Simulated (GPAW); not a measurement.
The system is ZnS.

```
Zn S
1.0
     0.00000    2.70200    2.70200
     2.70200    0.00000    2.70200
     2.70200    2.70200    0.00000
Zn S
1 1
Direct
  0.75000 0.75000 0.75000
  0.00000 0.00000 0.00000
```

Program: GPAW 26.7.0. Alike in all runs: no spin polarisation; cell as given; k mesh 9 × 9 × 9; cutoff (eV) 600.

Problem. Order these runs on this cell by their pressure, lowest first.
A. level revPBE; potentials or basis the program's PAW data sets (release 1.2.1) made for this functional, pw; smearing fermi-dirac 0.05 eV; band path GXWKGLUWLK,UX; band points 100
B. level LDA; potentials or basis the program's PAW data sets (release 1.2.1) made for this functional, pw; smearing fermi-dirac 0.05 eV; band path GXWKGLUWLK,UX; band points 80
C. level PBEsol; potentials or basis PAW data sets generated in the run's folder for this functional, pw; smearing fermi-dirac 0.05 eV; band path GXWKGLUWLK,UX; band points 100
D. level PBE; potentials or basis GPAW PAW data sets (gpaw-data 1.2.1), pw; smearing gaussian 0.011 eV

Solution. B (-4.9 GPa), C (-2.0 GPa), D (1.6 GPa), A (3.7 GPa).
